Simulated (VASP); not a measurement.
# TiB2 (P6/mmm) in VASP: convergence with k mesh

Aim: find how far k mesh must go before the results for TiB2 settle, at PBE. This setting moves, with any that are tied to it; all else stays.

All numbers are computed with VASP 6.6.1; they aren't measurements. Logs are shortened: lines on timing, memory, paths and dates and some standing lists are left out, and cuts for length are marked.

**1. Starting point**

Symmetry: P6/mmm, No. 191, hexagonal system. Conventional cell: a = 3.029 Å, b = 3.029 Å, c = 3.228 Å, α = 90.00°, β = 90.00°, γ = 120.00°. Ti (site symmetry 6/mmm) is surrounded by 12 B at 2.38 Å. Around B (site symmetry -6m2) lie 3 B at 1.75 Å.

**2. With k mesh 2 × 2 × 2**

The input, INCAR:

```
SYSTEM = TiB2
  PREC = Accurate
  ENCUT = 520
  EDIFF = 1E-6
  ISMEAR = 0
  SIGMA = 0.02
  LREAL = .False.
  LASPH = .True.
  NELM = 60
  ALGO = Fast
  ISIF = 2
  LWAVE = .False.
  LCHARG = .False.
  GGA = PE
  NBANDS = 16
```

The input, KPOINTS:

```
Automatic mesh
0
Gamma
  2 2 2
  0 0 0
```

The input, POSCAR:

```
TiB2
1.0
    3.0292000000      0.0000000000      0.0000000000
   -1.5146000000      2.6233641531      0.0000000000
    0.0000000000      0.0000000000      3.2284000000
Ti B
1 2
Direct
    0.0000000000      0.0000000000      0.0000000000
    0.6666666667      0.3333333333      0.5000000000
    0.3333333333      0.6666666667      0.5000000000
```

Potentials or basis: VASP PAW PBE potentials, release 64 (Ti_sv, B).

On the command line:

```sh
> cat potpaw_PBE.64/Ti_sv/POTCAR potpaw_PBE.64/B/POTCAR > POTCAR
> mpirun -np 1 vasp_std > vasp.out
```

OUTCAR:

```text
SYSTEM = TiB2
   PREC = Accurate
   ENCUT = 520
   EDIFF = 1E-6
   ISMEAR = 0
   LREAL = .False.
   LASPH = .True.
   NELM = 60
   ISIF = 2
   GGA = PE

 Found      4 irreducible k-points:

 Following reciprocal coordinates:
            Coordinates               Weight
  0.000000  0.000000  0.000000      1.000000
  0.500000 -0.000000  0.000000      3.000000
  0.000000  0.000000  0.500000      1.000000
  0.500000 -0.000000  0.500000      3.000000
   k-points           NKPTS =      4   k-points in BZ     NKDIM =      4   number of bands    NBANDS=     16
   number of dos      NEDOS =    301   number of ions     NIONS =      3
   total plane-waves  NPLWV =  13824
   dimension x,y,z NGX =    24 NGY =   24 NGZ =   24
   dimension x,y,z NGXF=    48 NGYF=   48 NGZF=   48
   ions per type =               1   2
   NGX,Y,Z   is equivalent  to a cutoff of  13.17, 13.17, 12.36 a.u.
   NGXF,Y,Z  is equivalent  to a cutoff of  26.34, 26.34, 24.72 a.u.
 SYSTEM =  TiB2
   PREC   = accura    normal or accurate (medium, high low for compatibility)
   ISTART =      0    job   : 0-new  1-cont  2-samecut
   ICHARG =      2    charge: 1-file 2-atom 10-const
   ISPIN  =      1    spin polarized calculation?
   LNONCOLLINEAR =      F non collinear calculations
   LSORBIT =      F    spin-orbit coupling
   LASPH  =      T    aspherical Exc in radial PAW
   ENCUT  =  520.0 eV  38.22 Ry    6.18 a.u.   5.63  5.63  6.00*2*pi/ulx,y,z
   NELM   =     60;   NELMIN=  2; NELMDL= -5     # of ELM steps
   EDIFF  = 0.1E-05   stopping-criterion for ELM
   LREAL  =      F    real-space projection
   EDIFFG = 0.1E-04   stopping-criterion for IOM
   NSW    =      0    number of steps for IOM
   IBRION =     -1    ionic relax: 0-MD 1-quasi-New 2-CG
   NFREE  =      0    steps in history (QN), initial steepest desc. (CG)
   ISIF   =      2    stress and relaxation
   ISYM   =      2    0-nonsym 1-usesym 2-fastsym
   POTIM  = 0.5000    time-step for ionic-motion
   TEBEG  =    0.0;   TEEND  =   0.0 temperature during run
   PSTRESS=    0.0 pullay stress
   NELECT =      18.0000    total number of electrons
   NUPDOWN=      -1.0000    fix difference up-down
   EMIN   =  10.00;   EMAX   =-10.00  energy-range for DOS
   EFERMI =   0.00;   METHOD = LEGACY
   ISMEAR =     0;   SIGMA  =   0.02  broadening in eV -4-tet -1-fermi 0-gaus
   EFERMI_NEDOS =   21; number of points for ismear=-14 and -15
   IALGO  =     68    algorithm
   IMIX   =      4    mixing-type and parameters
     AMIX     =   0.40;   BMIX     =  1.00
     AMIX_MAG =   1.60;   BMIX_MAG =  1.00
  volume/ion in A,a.u.               =       8.55        57.71
  Fermi-wavevector in a.u.,A,eV,Ry     =   1.454703  2.748990 28.792122  2.116161
  Thomas-Fermi vector in A             =   2.571823
   LORBIT       =      0    0 simple, 1 ext, 2 COOP (PROOUT), +10 PAW based schemes
   GGA     = PE    functional components
   LHFCALC =     F    Hartree Fock is set to
   AEXX    =    0.0000 exact exchange contribution
   IVDW    =     0    specifies the selected vdW correction
   LEPSILON=     F    determine dielectric tensor
   LRPA    =     F    only Hartree local field effects (RPA)
 non-spin polarized calculation
 RMM-DIIS sequential band-by-band and
 Gauss-broadening in eV      SIGMA  =   0.02
  energy-cutoff  :      520.00
  volume of cell :       25.66
 maximum number of plane-waves:       721
 NGX is ok and might be reduce to    24
   NGX = 11   NGY = 11   NGZ = 13

 number of electron      18.0000002 magnetization

 Free energy of the ion-electron system (eV)
  ---------------------------------------------------
  ext. energy  EPLUGINS =         0.00000000
  ---------------------------------------------------
  free energy    TOTEN  =       -23.70568985 eV

  energy without entropy =      -23.70162802  energy(sigma->0) =      -23.70365894

 E-fermi :   9.7414     XC(G=0): -12.7628

 val. band max:        9.7373731988   @ k =   0.0000   0.0000   0.5000
 cond. band min:      10.1218066707   @ k =   0.0000   0.0000   0.5000
 fundamental gap:      0.3844334719
 Fermi energy:         9.7414302547

 k-point     1 :       0.0000    0.0000    0.0000
  band No.  band energies     occupation
      1     -47.2860      2.00000
      2     -23.5063      2.00000
      3     -23.3694      2.00000
      4     -23.3694      2.00000
      5      -3.3576      2.00000
      6       7.4298      2.00000
[... 8 lines left out ...]
     15      15.9859      0.00000
     16      16.9861      0.00000

 k-point     2 :       0.5000   -0.0000    0.0000
  band No.  band energies     occupation
      1     -47.2319      2.00000
      2     -23.7658      2.00000
      3     -23.4611      2.00000
      4     -23.4383      2.00000
      5       0.7882      2.00000
      6       0.9234      2.00000
[... 8 lines left out ...]
     15      17.3658      0.00000
     16      18.2503      0.00000

 k-point     3 :       0.0000    0.0000    0.5000
  band No.  band energies     occupation
      1     -47.2719      2.00000
      2     -23.6981      2.00000
      3     -23.3540      2.00000
      4     -23.3540      2.00000
      5      -1.3872      2.00000
      6       2.3431      2.00000
[... 8 lines left out ...]
     15      19.9649      0.00000
     16      20.3424      0.00000

 k-point     4 :       0.5000   -0.0000    0.5000
  band No.  band energies     occupation
      1     -47.2186      2.00000
      2     -23.7357      2.00000
      3     -23.6067      2.00000
      4     -23.4404      2.00000
      5       0.4180      2.00000
      6       2.6706      2.00000
[... 8 lines left out ...]
     15      15.5459      0.00000
     16      21.2674      0.00000

------------------------ aborting loop because EDIFF is reached ----------------------------------------

  FORCE on cell =-STRESS in cart. coord.  units (eV):
  Direction    XX          YY          ZZ          XY          YZ          ZX
  --------------------------------------------------------------------------------------
  -------------------------------------------------------------------------------------
  Total        1.1405926      1.1405926     -1.0338104      0.0000000     -0.0000000      0.0000000
  in kB       71.2307078     71.2307078    -64.5620951      0.0000000     -0.0000000      0.0000000
  external PRESSURE =      25.9664402 kB  Pullay stress =       0.0000000 kB

 VOLUME and BASIS-vectors are now :
 -----------------------------------------------------------------------------
  energy-cutoff  :      520.00
  volume of cell :       25.66
      direct lattice vectors                 reciprocal lattice vectors
     3.029200000  0.000000000  0.000000000     0.330120164  0.190594965  0.000000000
    -1.514600000  2.623364153  0.000000000     0.000000000  0.381189931  0.000000000
     0.000000000  0.000000000  3.228400000     0.000000000  0.000000000  0.309750960

 POSITION                                       TOTAL-FORCE (eV/Angst)
 -----------------------------------------------------------------------------------
      0.00000      0.00000      0.00000         0.000000      0.000000     -0.000000
      1.51460      0.87445      1.61420        -0.000000      0.000000     -0.000000
     -0.00000      1.74891      1.61420         0.000000      0.000000      0.000000
 -----------------------------------------------------------------------------------
    total drift:                               -0.000000      0.000000      0.000000

  FREE ENERGIE OF THE ION-ELECTRON SYSTEM (eV)
  ---------------------------------------------------
  free  energy   TOTEN  =       -23.7056898549 eV

  energy  without entropy=      -23.7016280247  energy(sigma->0) =      -23.70365894
```

Run time: 5.6 s. Hardware: 1 thread of Intel Xeon Platinum 8559C (Emerald Rapids), shared host; peak memory 0.13 GiB.

What came out:

```
Free energy            : -23.7057 eV
Pressure               : 2.6 GPa
Band gap on the k mesh : none (metal or under the smearing width)
```

**3. With k mesh 3 × 3 × 3**

INCAR is that of step 2.

The input, KPOINTS:

```
Automatic mesh
0
Gamma
  3 3 3
  0 0 0
```

POSCAR is that of step 2.

Potentials or basis: VASP PAW PBE potentials, release 64 (Ti_sv, B).

On the command line:

```sh
> cat potpaw_PBE.64/Ti_sv/POTCAR potpaw_PBE.64/B/POTCAR > POTCAR
> mpirun -np 1 vasp_std > vasp.out
```

It took 6.3 s on 1 thread of Intel Xeon Platinum 8559C (Emerald Rapids), shared host; peak memory 0.13 GiB.

What came out:

```yaml
Free_energy: -24.4911 eV
Pressure: -0.6 GPa
Band_gap_on_the_k_mesh: none (metal or under the smearing width)
```

**4. With k mesh 4 × 4 × 4**

INCAR is that of step 3.

The input, KPOINTS:

```
Automatic mesh
0
Gamma
  4 4 4
  0 0 0
```

POSCAR is that of step 3.

On the command line:

```sh
> cat potpaw_PBE.64/Ti_sv/POTCAR potpaw_PBE.64/B/POTCAR > POTCAR
> mpirun -np 1 vasp_std > vasp.out
```

Run time: 8.1 s. Hardware: 1 thread of Intel Xeon Platinum 8559C (Emerald Rapids), shared host; peak memory 0.13 GiB.

What came out:

| Quantity | Value |
| --- | --- |
| Free energy | -24.4059 eV |
| Pressure | 0.6 GPa |
| Band gap on the k mesh | none (metal or under the smearing width) |

**5. With k mesh 6 × 6 × 5**

INCAR is that of step 4.

The input, KPOINTS:

```
Automatic mesh
0
Gamma
  6 6 5
  0 0 0
```

POSCAR is that of step 4.

On the command line:

```sh
> cat potpaw_PBE.64/Ti_sv/POTCAR potpaw_PBE.64/B/POTCAR > POTCAR
> mpirun -np 1 vasp_std > vasp.out
```

It took 13 s on 1 thread of Intel Xeon Platinum 8559C (Emerald Rapids), shared host; peak memory 0.13 GiB.

Results:

* Free energy: -24.3879 eV
* Pressure: 0.7 GPa
* Band gap on the k mesh: none (metal or under the smearing width)

**6. With k mesh 7 × 7 × 6**

INCAR is that of step 5.

The input, KPOINTS:

```
Automatic mesh
0
Gamma
  7 7 6
  0 0 0
```

POSCAR is that of step 5.

Potentials or basis: VASP PAW PBE potentials, release 64 (Ti_sv, B).

On the command line:

```sh
> cat potpaw_PBE.64/Ti_sv/POTCAR potpaw_PBE.64/B/POTCAR > POTCAR
> mpirun -np 1 vasp_std > vasp.out
```

Wall time 16 s (1 thread of Intel Xeon Platinum 8559C (Emerald Rapids), shared host); peak memory 0.14 GiB.

What came out:

- Free energy: -24.4245 eV
- Pressure: 0.4 GPa
- Band gap on the k mesh: none (metal or under the smearing width)

**7. With k mesh 9 × 9 × 7**

INCAR is that of step 6.

The input, KPOINTS:

```
Automatic mesh
0
Gamma
  9 9 7
  0 0 0
```

POSCAR is that of step 6.

On the command line:

```sh
> cat potpaw_PBE.64/Ti_sv/POTCAR potpaw_PBE.64/B/POTCAR > POTCAR
> mpirun -np 1 vasp_std > vasp.out
```

Wall time 22 s (1 thread of Intel Xeon Platinum 8559C (Emerald Rapids), shared host); peak memory 0.14 GiB.

Results:

```yaml
Free_energy: -24.4293 eV
Pressure: 0.4 GPa
Band_gap_on_the_k_mesh: none (metal or under the smearing width)
```

**8. With k mesh 11 × 11 × 9**

INCAR is that of step 7.

The input, KPOINTS:

```
Automatic mesh
0
Gamma
  11 11 9
  0 0 0
```

POSCAR is that of step 7.

On the command line:

```sh
> cat potpaw_PBE.64/Ti_sv/POTCAR potpaw_PBE.64/B/POTCAR > POTCAR
> mpirun -np 1 vasp_std > vasp.out
```

Wall time 36 s (1 thread of Intel Xeon Platinum 8559C (Emerald Rapids), shared host); peak memory 0.15 GiB.

What came out:

| Quantity | Value |
| --- | --- |
| Free energy | -24.4291 eV |
| Pressure | 0.4 GPa |
| Band gap on the k mesh | none (metal or under the smearing width) |

**9. With k mesh 14 × 14 × 11**

INCAR is that of step 8.

The input, KPOINTS:

```
Automatic mesh
0
Gamma
  14 14 11
  0 0 0
```

POSCAR is that of step 8.

Potentials or basis: VASP PAW PBE potentials, release 64 (Ti_sv, B).

On the command line:

```sh
> cat potpaw_PBE.64/Ti_sv/POTCAR potpaw_PBE.64/B/POTCAR > POTCAR
> mpirun -np 1 vasp_std > vasp.out
```

Wall time 64 s (1 thread of Intel Xeon Platinum 8559C (Emerald Rapids), shared host); peak memory 0.18 GiB.

Results:

| Quantity | Value |
| --- | --- |
| Free energy | -24.4293 eV |
| Pressure | 0.4 GPa |
| Band gap on the k mesh | none (metal or under the smearing width) |

**10. With k mesh 16 × 16 × 13**

INCAR is that of step 9.

The input, KPOINTS:

```
Automatic mesh
0
Gamma
  16 16 13
  0 0 0
```

POSCAR is that of step 9.

On the command line:

```sh
> cat potpaw_PBE.64/Ti_sv/POTCAR potpaw_PBE.64/B/POTCAR > POTCAR
> mpirun -np 1 vasp_std > vasp.out
```

Wall time 87 s (1 thread of Intel Xeon Platinum 8559C (Emerald Rapids), shared host); peak memory 0.2 GiB.

It converged, with:

* Free energy: -24.4309 eV
* Pressure: 0.4 GPa
* Band gap on the k mesh: none (metal or under the smearing width)

**11. Summary**

```
      k mesh  energy less the tightest run, at zero smearing (meV/atom)  pressure (GPa)  SCF cycles  CPU time (s)  peak memory (GiB)
   2 × 2 × 2                                                     242.40            2.60          29           4.8               0.13
   3 × 3 × 3                                                     -19.78           -0.56          30           5.6               0.13
   4 × 4 × 4                                                       8.43            0.55          29           7.5               0.13
   6 × 6 × 5                                                      14.44            0.65          37            12               0.13
   7 × 7 × 6                                                       2.14            0.41          35            15               0.14
   9 × 9 × 7                                                       0.51            0.42          33            22               0.14
 11 × 11 × 9                                                       0.62            0.39          39            35               0.15
14 × 14 × 11                                                       0.54            0.39          41            63               0.18
16 × 16 × 13                                                       0.00            0.36          39            87                0.2
```

Against the tightest run, the energy stays within 1 meV/atom from 9 × 9 × 7 on; the pressure stays within 0.1 GPa from 7 × 7 × 6 on. Meshes of other sizes hit other points, so gaps and Fermi surfaces needn't settle smoothly. The tightest run that finished is the yardstick and may itself not be fully converged.
